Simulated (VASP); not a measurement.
# In (I4/mmm) in VASP: density of states with PBE

Aim: the density of states of In with PBE.

Everything below comes from runs of VASP 6.6.1. Logs are shortened: lines on timing, memory, paths and dates and some standing lists are left out, and cuts for length are marked.

## (1) The crystal as given

It takes space group I4/mmm (No. 139, tetragonal). Conventional cell: a = 3.359 Å, b = 3.359 Å, c = 4.829 Å, α = 90.00°, β = 90.00°, γ = 90.00°. Around In (site symmetry 4/mmm) lie 12 In at 3.36 to 3.39 Å.

## (2) Density of states, PBE

Input file POSCAR:

```
In                                      
1.0
   -1.6795623868      1.6795623868      2.4142657007
    1.6795623868     -1.6795623868      2.4142657007
    1.6795623868      1.6795623868     -2.4142657007
  In            
     1
Direct
     0.0000000000000000    0.0000000000000000    0.0000000000000000
```

Input file INCAR.step1:

```
SYSTEM = In
ALGO = Normal
EDIFF = 1E-7
ENCUT = 250
GGA = PE
ISIF = 2
ISMEAR = 0
LASPH = .True.
LCHARG = .True.
LREAL = .False.
LWAVE = .False.
NELM = 80
PREC = Accurate
SIGMA = 0.1
```

Input file KPOINTS.step1:

```
k-points
0
Gamma
  18 18 18
  0 0 0
```

Input file INCAR.step2:

```
SYSTEM = In
ALGO = Normal
EDIFF = 1E-7
ENCUT = 250
GGA = PE
ICHARG = 11
ISIF = 2
ISMEAR = -5
LASPH = .True.
LCHARG = .False.
LORBIT = 10
LREAL = .False.
LWAVE = .False.
NEDOS = 2001
NELM = 80
PREC = Accurate
SIGMA = 0.1
```

Input file KPOINTS.step2:

```
k-points
0
Gamma
  27 27 27
  0 0 0
```

Potentials or basis: VASP PAW PBE potentials, release 64 (In_d).

Started as:

```
$ cat potpaw_PBE.64/In_d/POTCAR > POTCAR
$ cp INCAR.step1 INCAR
$ cp KPOINTS.step1 KPOINTS
$ mpirun -np 1 vasp_std > vasp.out
$ cp INCAR.step2 INCAR
$ cp KPOINTS.step2 KPOINTS
$ mpirun -np 1 vasp_std > vasp.out
```

OUTCAR:

```text
SYSTEM = In
   EDIFF = 1E-7
   ENCUT = 250
   GGA = PE
   ICHARG = 11
   ISIF = 2
   ISMEAR = -5
   LASPH = .True.
   LORBIT = 10
   LREAL = .False.
   NELM = 80
   PREC = Accurate

 ion  position               nearest neighbor table
   1  0.000  0.000  0.000-

  LATTYP: Found a body centered tetragonal cell.
 ALAT       =     3.3591247736
 C/A-ratio  =     1.4374373466

  Lattice vectors:

 A1 = (  -1.6795623868,   1.6795623868,   2.4142657007)
 A2 = (   1.6795623868,  -1.6795623868,   2.4142657007)
 A3 = (   1.6795623868,   1.6795623868,  -2.4142657007)

Analysis of symmetry for initial positions (statically):
=====================================================================
 Subroutine PRICEL returns:
 Original cell was already a primitive cell.

 Routine SETGRP: Setting up the symmetry group for a
 body centered tetragonal supercell.

 Subroutine GETGRP returns: Found 16 space group operations
 (whereof 16 operations were pure point group operations)
 out of a pool of 16 trial point group operations.

The static configuration has the point symmetry D_4h.

Analysis of symmetry for dynamics (positions and initial velocities):
=====================================================================
 Subroutine PRICEL returns:
 Original cell was already a primitive cell.

 Routine SETGRP: Setting up the symmetry group for a
 body centered tetragonal supercell.

 Subroutine GETGRP returns: Found 16 space group operations
 (whereof 16 operations were pure point group operations)
 out of a pool of 16 trial point group operations.

The dynamic configuration has the point symmetry D_4h.

 Subroutine INISYM returns: Found 16 space group operations
 (whereof 16 operations are pure point group operations),
 and found     1 'primitive' translations

----------------------------------------------------------------------------------------

                                     Primitive cell

  volume of cell :      27.2419

  direct lattice vectors                    reciprocal lattice vectors
    -1.679562387  1.679562387  2.414265701     0.000000000  0.297696593  0.207102309
     1.679562387 -1.679562387  2.414265701     0.297696593  0.000000000  0.207102309
     1.679562387  1.679562387 -2.414265701     0.297696593  0.297696593  0.000000000

  length of vectors
     3.386818344  3.386818344  3.386818344     0.362649456  0.362649456  0.421006559

  position of ions in fractional coordinates (direct lattice)
     0.000000000  0.000000000  0.000000000

  ion indices of the primitive-cell ions
   primitive index   ion index
                 1           1

----------------------------------------------------------------------------------------

 KPOINTS: k-points

Automatic generation of k-mesh.
 Grid dimensions read from file:
 generate k-points for:   27   27   27

 Generating k-lattice:

  Cartesian coordinates                     Fractional coordinates (reciprocal lattice)
     0.000000000  0.011025800  0.007670456     0.037037037  0.000000000  0.000000000
     0.011025800  0.000000000  0.007670456     0.000000000  0.037037037  0.000000000
     0.011025800  0.011025800  0.000000000     0.000000000  0.000000000  0.037037037

  Length of vectors
     0.013431461  0.013431461  0.015592836

  Shift w.r.t. Gamma in fractional coordinates (k-lattice)
     0.000000000  0.000000000  0.000000000

 TETIRR: Found  24933 inequivalent tetrahedra from   118098

 Subroutine IBZKPT returns following result:
 ===========================================

 Found   1470 irreducible k-points:

 Following reciprocal coordinates:
            Coordinates               Weight
  0.000000  0.000000  0.000000      1.000000
  0.037037  0.000000  0.000000      8.000000
  0.074074  0.000000  0.000000      8.000000
  0.111111  0.000000  0.000000      8.000000
  0.148148  0.000000  0.000000      8.000000
  0.185185  0.000000 -0.000000      8.000000
[... 16 lines left out ...]
  0.333333  0.037037  0.000000     16.000000
  0.370370  0.037037 -0.000000     16.000000
 [... further k-points ...]
   k-points           NKPTS =   1470   k-points in BZ     NKDIM =   1470   number of bands    NBANDS=     10
   number of dos      NEDOS =   2001   number of ions     NIONS =      1
   total plane-waves  NPLWV =   5832
   dimension x,y,z NGX =    18 NGY =   18 NGZ =   18
   dimension x,y,z NGXF=    36 NGYF=   36 NGZF=   36
   ions per type =               1
   NGX,Y,Z   is equivalent  to a cutoff of   8.84,  8.84,  8.84 a.u.
   NGXF,Y,Z  is equivalent  to a cutoff of  17.67, 17.67, 17.67 a.u.
 SYSTEM =  In
   PREC   = accura    normal or accurate (medium, high low for compatibility)
   ISTART =      0    job   : 0-new  1-cont  2-samecut
   ICHARG =     11    charge: 1-file 2-atom 10-const
   ISPIN  =      1    spin polarized calculation?
   LNONCOLLINEAR =      F non collinear calculations
   LSORBIT =      F    spin-orbit coupling
   LASPH  =      T    aspherical Exc in radial PAW
   ENCUT  =  250.0 eV  18.37 Ry    4.29 a.u.   4.37  4.37  4.37*2*pi/ulx,y,z
   NELM   =     80;   NELMIN=  2; NELMDL=  0     # of ELM steps
   EDIFF  = 0.1E-06   stopping-criterion for ELM
   LREAL  =      F    real-space projection
   EDIFFG = 0.1E-05   stopping-criterion for IOM
   NSW    =      0    number of steps for IOM
   IBRION =     -1    ionic relax: 0-MD 1-quasi-New 2-CG
   NFREE  =      0    steps in history (QN), initial steepest desc. (CG)
   ISIF   =      2    stress and relaxation
   ISYM   =      2    0-nonsym 1-usesym 2-fastsym
   POTIM  = 0.5000    time-step for ionic-motion
   TEBEG  =    0.0;   TEEND  =   0.0 temperature during run
   PSTRESS=    0.0 pullay stress
   NELECT =      13.0000    total number of electrons
   NUPDOWN=      -1.0000    fix difference up-down
   EMIN   =  10.00;   EMAX   =-10.00  energy-range for DOS
   EFERMI =   0.00;   METHOD = LEGACY
   ISMEAR =    -5;   SIGMA  =   0.10  broadening in eV -4-tet -1-fermi 0-gaus
   EFERMI_NEDOS =   21; number of points for ismear=-14 and -15
   IALGO  =     38    algorithm
   IMIX   =      4    mixing-type and parameters
     AMIX     =   0.40;   BMIX     =  1.00
     AMIX_MAG =   1.60;   BMIX_MAG =  1.00
  volume/ion in A,a.u.               =      27.24       183.84
  Fermi-wavevector in a.u.,A,eV,Ry     =   1.279313  2.417551 22.267865  1.636642
  Thomas-Fermi vector in A             =   2.411806
   LORBIT       =     10    0 simple, 1 ext, 2 COOP (PROOUT), +10 PAW based schemes
   GGA     = PE    functional components
   LHFCALC =     F    Hartree Fock is set to
   AEXX    =    0.0000 exact exchange contribution
   IVDW    =     0    specifies the selected vdW correction
   LEPSILON=     F    determine dielectric tensor
   LRPA    =     F    only Hartree local field effects (RPA)
 non-spin polarized calculation
 Fermi weights with tetrahedron method with Bloechl corrections
  energy-cutoff  :      250.00
  volume of cell :       27.24
 maximum number of plane-waves:       263
 NGX is ok and might be reduce to    18

 number of electron      13.0000027 magnetization

 Free energy of the ion-electron system (eV)
  ---------------------------------------------------
  ext. energy  EPLUGINS =         0.00000000
  ---------------------------------------------------
  free energy    TOTEN  =        -2.55970357 eV

  energy without entropy =       -2.55970357  energy(sigma->0) =       -2.55970357

 E-fermi :   7.0915     XC(G=0): -10.0631

 val. band max:        7.1719343571   @ k =  -0.4074  -0.4074   0.1481
 cond. band min:       6.8841250669   @ k =  -0.3704   0.3704   0.2963
 fundamental gap:     -0.2878092902
 Fermi energy:         7.0915443138

 k-point     1 :       0.0000    0.0000    0.0000
  band No.  band energies     occupation
      1      -7.5072      2.00000
      2      -7.4878      2.00000
      3      -7.4878      2.00000
      4      -7.3508      2.00000
      5      -7.3296      2.00000
      6      -2.1986      2.00000
      7      17.2687      0.00000
      8      17.2687      0.00000
      9      17.3080      0.00000
     10      18.5173      0.00000

 k-point     2 :       0.0370    0.0000    0.0000
  band No.  band energies     occupation
      1      -7.5057      2.00000
      2      -7.4873      2.00000
      3      -7.4856      2.00000
      4      -7.3510      2.00000
      5      -7.3301      2.00000
      6      -2.1696      2.00000
      7      16.8617      0.00000
      8      17.2169      0.00000
      9      17.2355      0.00000
     10      18.4013      0.00000

 k-point     3 :       0.0741    0.0000    0.0000
  band No.  band energies     occupation
      1      -7.5025      2.00000
      2      -7.4850      2.00000
      3      -7.4793      2.00000
      4      -7.3512      2.00000
      5      -7.3310      2.00000
      6      -2.0824      2.00000
      7      15.8641      0.00000
      8      17.0719      0.00000
      9      17.0764      0.00000
     10      18.2949      0.00000

 k-point     4 :       0.1111    0.0000    0.0000
  band No.  band energies     occupation
      1      -7.5006      2.00000
      2      -7.4794      2.00000
      3      -7.4703      2.00000
      4      -7.3504      2.00000
      5      -7.3316      2.00000
      6      -1.9364      2.00000
      7      14.6681      0.00000
      8      16.8446      0.00000
      9      16.8796      0.00000
     10      18.2330      0.00000
[... 222 lines left out ...]
 k-point    22 :       0.2963    0.0370   -0.0000
  band No.  band energies     occupation
      1      -7.5236      2.00000
      2      -7.4700      2.00000
      3      -7.4533      2.00000
      4      -7.2837      2.00000
      5      -7.2608      2.00000
      6      -0.1187      2.00000
      7       8.3484     -0.00371
      8      15.0235      0.00000
      9      15.9885      0.00000
     10      18.0681      0.00000

 k-point    23 :       0.3333    0.0370    0.0000
  band No.  band energies     occupation
      1      -7.5298      2.00000
      2      -7.4765      2.00000
      3      -7.4594      2.00000
      4      -7.2596      2.00000
      5      -7.2416      2.00000
      6       0.4083      2.00000
      7       7.2870      0.46846
      8      14.9289      0.00000
      9      15.7464      0.00000
     10      17.9502      0.00000

 k-point    24 :       0.3704    0.0370   -0.0000
  band No.  band energies     occupation
      1      -7.5356      2.00000
      2      -7.4825      2.00000
      3      -7.4655      2.00000
      4      -7.2377      2.00000
      5      -7.2249      2.00000
      6       0.9917      2.00000
      7       6.2812      2.07310
      8      14.8726      0.00000
      9      15.5288      0.00000
     10      17.8275      0.00000

 [... further k-points ...]
[... 5 lines left out ...]
  --------------------------------------------------------------------------------------
  -------------------------------------------------------------------------------------
  Total        0.0638514      0.0638514      0.0628454      0.0000000     -0.0000000      0.0000000
  in kB        3.7552945      3.7552945      3.6961266      0.0000000     -0.0000000      0.0000000
  external PRESSURE =       3.7355718 kB  Pullay stress =       0.0000000 kB

 VOLUME and BASIS-vectors are now :
 -----------------------------------------------------------------------------
  energy-cutoff  :      250.00
  volume of cell :       27.24
      direct lattice vectors                 reciprocal lattice vectors
    -1.679562387  1.679562387  2.414265701     0.000000000  0.297696593  0.207102309
     1.679562387 -1.679562387  2.414265701     0.297696593  0.000000000  0.207102309
     1.679562387  1.679562387 -2.414265701     0.297696593  0.297696593  0.000000000

 POSITION                                       TOTAL-FORCE (eV/Angst)
 -----------------------------------------------------------------------------------
      0.00000      0.00000      0.00000         0.000000     -0.000000     -0.000000
 -----------------------------------------------------------------------------------
    total drift:                               -0.000000     -0.000000     -0.000000

  FREE ENERGIE OF THE ION-ELECTRON SYSTEM (eV)
  ---------------------------------------------------
  free  energy   TOTEN  =        -2.5597035692 eV

  energy  without entropy=       -2.5597035692  energy(sigma->0) =       -2.55970357

 total charge

# of ion       s       p       d       tot
------------------------------------------
    1        1.007   0.467   9.836  11.310
```

Run time: 82 s. Hardware: 1 thread of Intel Xeon Platinum 8375C at 2.90GHz (Ice Lake), shared host; peak memory 0.29 GiB.

Results:

| Quantity | Value |
| --- | --- |
| Valence electrons inside the program's atomic spheres | In 11.31 |

States per cell in windows of 1 eV (zero at the Fermi level; states under -8 eV left out):
```tsv
from (eV)	total	In1_p	In1_s	In1_d
-8.0	0.22	0.01	0.09	0.00
-7.0	0.27	0.02	0.11	0.00
-6.0	0.33	0.03	0.13	0.01
-5.0	0.41	0.04	0.17	0.01
-4.0	0.37	0.04	0.16	0.01
-3.0	0.38	0.06	0.14	0.01
-2.0	0.37	0.11	0.05	0.01
-1.0	0.51	0.15	0.07	0.01
0.0	0.50	0.15	0.07	0.02
1.0	0.52	0.17	0.06	0.02
2.0	0.58	0.19	0.05	0.03
3.0	0.67	0.24	0.04	0.03
4.0	0.68	0.26	0.03	0.03
5.0	0.62	0.25	0.02	0.03
6.0	0.52	0.22	0.02	0.03
7.0	0.55	0.21	0.02	0.05
```

Caveat: the cutoff is under 1.25 times the usual one of these potentials, so pressure, stress and relaxed cells hold a basis-set (Pulay) error; tetrahedron occupations give inexact forces and stress in metals.
